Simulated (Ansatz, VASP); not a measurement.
**One calculation of TiB2, two programs**

File INCAR:

```
SYSTEM = TiB2
ALGO = Normal
EDIFF = 1E-6
ENCUT = 520
GGA = PS
ISIF = 2
ISMEAR = 1
LASPH = .TRUE.
LCHARG = .TRUE.
LELF = .TRUE.
LREAL = .FALSE.
LVHAR = .TRUE.
LWAVE = .FALSE.
NBANDS = 16
NELM = 60
PREC = Accurate
SIGMA = 0.1
```

The input KPOINTS:

```
k-points
0
G
  11 11 9
  0 0 0
```

POSCAR

```
TiB2
1.0
    3.0690624661      0.0000000000      0.0000000000
   -1.5345312330      2.6578859062      0.0000000000
    0.0000000000      0.0000000000      3.2708838193
Ti B
1 2
Direct
    0.0000000000      0.0000000000      0.0000000000
    0.3333333333      0.6666666667      0.5000000000
    0.6666666667      0.3333333333      0.5000000000
```

Input for Ansatz:

```yaml
crystal:
  lattice:
    - [3.0690624660520807, 0.0, 0.0]
    - [-1.5345312330260403, 2.6578859062433153, 0.0]
    - [0.0, 0.0, 3.2708838192930605]
  atoms:
    - { symbol: Ti, position: [0.0, 0.0, 0.0] }
    - { symbol: B, position: [0.3333333333333333, 0.6666666666666666, 0.5] }
    - { symbol: B, position: [0.6666666666666666, 0.3333333333333333, 0.5] }
basis:
  ecutwfc: 517.016338673772
kpoints:
  mp_grid:
    grid: [11, 11, 9]
hamiltonian:
  xc: pbesol
scf:
  convergence:
    dr2_threshold: 1.0e-10
  occupations:
    method: methfessel_paxton
output:
  stress: true
```

Alike in both runs: task single point; functional PBEsol; k mesh 11 × 11 × 9; no spin polarisation.

|  | VASP | Ansatz |
| --- | --- | --- |
| version | VASP 6.6.1 | Ansatz 0.2.0 |
| potentials or method | VASP PAW PBE potentials, release 64 (Ti_sv, B) | plane waves, PAW |
| plane-wave cutoff (eV) | 520 | 517 |
| occupations | methfessel-paxton of order 1, width 0.1 eV | methfessel-paxton of order 1 |
| valence electrons in the cell | 18 | 18 |

|  | VASP | Ansatz | Ansatz less VASP |
| --- | --- | --- | --- |
| pressure (GPa) | -13.8 | -14.1 | -0.39 |
| largest component of the traceless stress (GPa) | 0.50 | 0.43 | -0.072 |

Caveats: the PAW data sets were made with another functional, which shifts forces and pressure a little (VASP).
